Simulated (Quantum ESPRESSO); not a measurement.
Rh:

```
Rh
1.0
     0.00000    1.89785    1.89785
     1.89785    0.00000    1.89785
     1.89785    1.89785    0.00000
Rh
1
Direct
  0.00000 0.00000 0.00000
```

Below is the output of Quantum ESPRESSO 7.5 for this cell. Logs are shortened: lines on timing, memory, paths and dates and some standing lists are left out, and cuts for length are marked.

```text
This program is part of the open-source Quantum ESPRESSO suite
     for quantum simulation of materials; please cite
         "P. Giannozzi et al., J. Phys.:Condens. Matter 21 395502 (2009);
         "P. Giannozzi et al., J. Phys.:Condens. Matter 29 465901 (2017);
         "P. Giannozzi et al., J. Chem. Phys. 152 154105 (2020);
     in publications or presentations arising from this work. More details at

     Message from routine setup:
     using ibrav=0 with symmetry is DISCOURAGED, use correct ibrav instead

     G-vector sticks info
     --------------------
     sticks:   dense  smooth     PW     G-vecs:    dense   smooth      PW
     Sum         649     313    109                10777     3719     749

     Using Slab Decomposition

     bravais-lattice index     =            0
     lattice parameter (alat)  =       5.0720  a.u.
     unit-cell volume          =      92.2597 (a.u.)^3
     number of atoms/cell      =            1
     number of atomic types    =            1
     number of electrons       =        15.00
     number of Kohn-Sham states=           16
     kinetic-energy cutoff     =      45.0000  Ry
     charge density cutoff     =     360.0000  Ry
     scf convergence threshold =      2.0E-10
     mixing beta               =       0.3000
     number of iterations used =            8  plain     mixing
     Exchange-correlation=  SLA  PW   PBX  PBC
                           (   1   4   3   4   0   0   0)

     celldm(1)=   5.071959  celldm(2)=   0.000000  celldm(3)=   0.000000
     celldm(4)=   0.000000  celldm(5)=   0.000000  celldm(6)=   0.000000

     crystal axes: (cart. coord. in units of alat)
               a(1) = (   0.000000   0.707107   0.707107 )
               a(2) = (   0.707107   0.000000   0.707107 )
               a(3) = (   0.707107   0.707107   0.000000 )

     reciprocal axes: (cart. coord. in units 2 pi/alat)
               b(1) = ( -0.707107  0.707107  0.707107 )
               b(2) = (  0.707107 -0.707107  0.707107 )
               b(3) = (  0.707107  0.707107 -0.707107 )

     PseudoPot. # 1 for Rh read from file:
     rh_pbe_v1.4.uspp.F.UPF
     Pseudo is Ultrasoft + core correction, Zval = 15.0
     Generated by new atomic code, or converted to UPF format
     Using radial grid of  969 points,  7 beta functions with:
                l(1) =   0
                l(2) =   0
                l(3) =   1
                l(4) =   1
                l(5) =   2
                l(6) =   2
                l(7) =   2
     Q(r) pseudized with  8 coefficients,  rinner =    1.200   1.200   1.200
                                                       1.200   1.200

     atomic species   valence    mass     pseudopotential
     Rh               15.00   102.90550     Rh( 1.00)

     Starting magnetic structure
     atomic species   magnetization
     Rh              0.040

     48 Sym. Ops., with inversion, found

   Cartesian axes

     site n.     atom                  positions (alat units)
         1        Rh     tau(   1) = (   0.0000000   0.0000000   0.0000000  )

     number of k points=    72  Fermi-Dirac smearing, width (Ry)=  0.0037
                       cart. coord. in units 2pi/alat
        k(    1) = (   0.0000000   0.0000000   0.0000000), wk =   0.0005787
        k(    2) = (   0.0589256   0.0589256  -0.0589256), wk =   0.0046296
        k(    3) = (   0.1178511   0.1178511  -0.1178511), wk =   0.0046296
        k(    4) = (   0.1767767   0.1767767  -0.1767767), wk =   0.0046296
        k(    5) = (   0.2357023   0.2357023  -0.2357023), wk =   0.0046296
        k(    6) = (   0.2946278   0.2946278  -0.2946278), wk =   0.0046296
[... 64 lines left out ...]
        k(   71) = (  -0.7071068   0.2357023   0.0000000), wk =   0.0069444
        k(   72) = (  -0.7071068   0.3535534   0.0000000), wk =   0.0034722

     Dense  grid:    10777 G-vectors     FFT dimensions: (  32,  32,  32)

     Smooth grid:     3719 G-vectors     FFT dimensions: (  24,  24,  24)

     Generating pointlists ...
     new r_m :   0.4125 (alat units)  2.0922 (a.u.) for type    1

     Initial potential from superposition of free atoms

     starting charge      14.4999, renormalised to      15.0000

     negative rho (up, down):  2.983E-02 2.753E-02
     Starting wfcs are   12 randomized atomic wfcs +    4 random wfcs

     Self-consistent Calculation

     iteration #  1     ecut=    45.00 Ry     beta= 0.30
     Davidson diagonalization with overlap
     ethr =  1.00E-02,  avg # of iterations =  5.3

     negative rho (up, down):  3.003E-02 2.856E-02

     total energy              =    -171.15721623 Ry
     estimated scf accuracy    <       0.53986901 Ry

     total magnetization       =     0.10 Bohr mag/cell
     absolute magnetization    =     0.11 Bohr mag/cell
[... 109 lines left out ...]
     iteration # 11     ecut=    45.00 Ry     beta= 0.30
     Davidson diagonalization with overlap
     ethr =  1.93E-12,  avg # of iterations =  2.1

     negative rho (up, down):  2.971E-02 2.971E-02

     Magnetic moment per site  (integrated on atomic sphere of radius R)
     atom   1 (R=0.412)  charge= 13.2078  magn= -0.0000

     End of self-consistent calculation

     Number of k-points >= 100: set verbosity='high' to print the bands.

     the Fermi energy is    21.5582 ev

!    total energy              =    -171.20172129 Ry
     estimated scf accuracy    <          7.7E-11 Ry
     smearing contrib. (-TS)   =      -0.00061414 Ry
     internal energy E=F+TS    =    -171.20110715 Ry

     The total energy is F=E-TS. E is the sum of the following terms:
     one-electron contribution =     -22.25240069 Ry
     hartree contribution      =      24.83547288 Ry
     xc contribution           =     -29.96458925 Ry
     ewald contribution        =    -143.81959008 Ry

     total magnetization       =    -0.00 Bohr mag/cell
     absolute magnetization    =     0.00 Bohr mag/cell

     convergence has been achieved in  11 iterations

     negative rho (up, down):  2.971E-02 2.971E-02

     Forces acting on atoms (cartesian axes, Ry/au):

     atom    1 type  1   force =     0.00000000    0.00000000    0.00000000

     Total force =     0.000000     Total SCF correction =     0.000000

     Computing stress (Cartesian axis) and pressure

     negative rho (up, down):  2.971E-02 2.971E-02
          total   stress  (Ry/bohr**3)                   (kbar)     P=       79.08
   0.00053761   0.00000000   0.00000000           79.08        0.00        0.00
   0.00000000   0.00053761   0.00000000            0.00       79.08        0.00
   0.00000000   0.00000000   0.00053761            0.00        0.00       79.08

=------------------------------------------------------------------------------=
   JOB DONE.
=------------------------------------------------------------------------------=
```

Problem. Write the input and the command behind it.

Solution. Single point with PBE, collinear spin, ferromagnetic start. The files as run (others can give the same):

pw.in
```
&CONTROL
  calculation = 'scf'
  prefix = 'pwscf'
  outdir = './tmp'
  pseudo_dir = './pseudo'
  tprnfor = .true.
  tstress = .true.
  disk_io = 'nowf'
/
&SYSTEM
  ibrav = 0
  A = 2.68396521
  nat = 1
  ntyp = 1
  ecutwfc = 45
  ecutrho = 360
  nbnd = 16
  occupations = 'smearing'
  smearing = 'fd'
  degauss = 0.00367493
  nspin = 2
  starting_magnetization(1) = 0.04
/
&ELECTRONS
  conv_thr = 2d-10
  electron_maxstep = 120
  mixing_beta = 0.3
/
ATOMIC_SPECIES
Rh   102.9055 rh_pbe_v1.4.uspp.F.UPF
CELL_PARAMETERS alat
   0.0000000000    0.7071067810    0.7071067810
   0.7071067810    0.0000000000    0.7071067810
   0.7071067810    0.7071067810    0.0000000000
ATOMIC_POSITIONS alat
Rh     0.0000000000    0.0000000000    0.0000000000
K_POINTS automatic
12 12 12 0 0 0
```

Potentials or basis: GBRV 1.5 PBE.
Command:
```console
$ OMP_NUM_THREADS=1 pw.x -in pw.in > pw.out
```
